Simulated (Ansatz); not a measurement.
# AgCl: the change of pressure with volume per atom

All results are calculated (Ansatz 0.2.0). Periodic Kohn-Sham DFT of a crystal at fixed atoms; pressure and stress are positive in compression; the energy is the free energy less that of spherical unpolarised free atoms; site moments are those in the method's own spheres, positive along +z.

Cell of the first row (space group Fm-3m, No. 225):
```
CELL_PARAMETERS angstrom
0.00000 2.71650 2.71650
2.71650 0.00000 2.71650
2.71650 2.71650 0.00000
ATOMIC_POSITIONS crystal
Ag 0.50000 0.50000 0.50000
Cl 0.00000 0.00000 0.00000
```

Settings of every row: method all-electron PAW; functional LDA; relativity scalar; k mesh 8x8x8; filling fermi-dirac; smearing width 0.02 eV; nucleus gaussian.

Atom start moment: 0 on all atoms.

| row | volume per atom (Å³) | pressure (GPa) |
| --- | --- | --- |
| 1 | 20.047 | -2.705 |
| 2 | 20.473 | -3.796 |
| 3 | 20.9 | -4.743 |
| 4 | 21.113 | -5.168 |
| 5 | 21.327 | -5.564 |
| 6 | 21.54 | -5.932 |
| 7 | 21.753 | -6.275 |
| 8 | 22.18 | ? |
| 9 | 22.606 | -7.415 |

Question: what pressure should row 8 give?

Worked fit of pressure. Take u = (V_r/V)^(2/3) − 1 with V_r = 21.22 Å³ an atom, which is twice the finite (Eulerian) strain; such expansions in the strain, on which the Birch-Murnaghan equation of state is built, carry the rest volume and the bulk modulus. The shown rows have u = 0.03864, 0.02418, 0.01018, 0.00338, -0.00335, -0.00993, -0.0164, -0.0413. Least squares give pressure = −5.37 + 59.029 × u + 244.11 × u² + 336 × u³ GPa; a parabola predicts inner rows, each left out in turn, worse (root mean square 0.0053 against 0.0012 GPa). The rows lie off it by 0.000, -0.001, 0.000, 0.000, 0.001, 0.000, -0.001, 0.000. The withheld row has u = -0.02907, so the fit gives −5.37 + 59.029 × (-0.02907) + 244.11 × (-0.02907)² + 336 × (-0.02907)³ = -6.888 GPa.

The calculation gave -6.888 GPa. The fit meets it to the printed digit.
